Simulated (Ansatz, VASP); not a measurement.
**TePb: VASP beside Ansatz**

```
CELL_PARAMETERS angstrom
0.00000 3.26784 3.30052
3.26784 0.00000 3.30052
3.26784 3.26784 0.00000
ATOMIC_POSITIONS crystal
Pb 0.00000 0.00000 0.00000
Te 0.50000 0.50000 0.50000
```

Change from the starting cell: uniaxial_z strain +1.0%.

Alike in both runs: task single point; functional PBE; k mesh 8 × 8 × 8; occupations fermi-dirac, width 0.02 eV; no spin polarisation.

```csv
,VASP,Ansatz
version,VASP 6.6.1,Ansatz 0.2.0
potentials or method,"VASP PAW PBE potentials, release 64 (Pb_d, Te)","plane waves, PAW"
plane-wave cutoff (eV),520,420
valence electrons in the cell,20,30
```

Ansatz gave:

```
gap on the k mesh at the Fermi level (eV)       : 0.81
pressure (GPa)                                  : 0.2
largest component of the traceless stress (GPa) : 0.66
```

Task: What did VASP give for the same quantities?

Result: gap on the k mesh at the Fermi level (eV): 0.82; pressure (GPa): 0.2; largest component of the traceless stress (GPa): 0.66.

The two sets of potentials don't hold the same shells in valence.

Caveats: spin-orbit coupling is left out, which as a rule narrows the gap of such compounds by several tenths of an eV. A k mesh can miss the band edges.
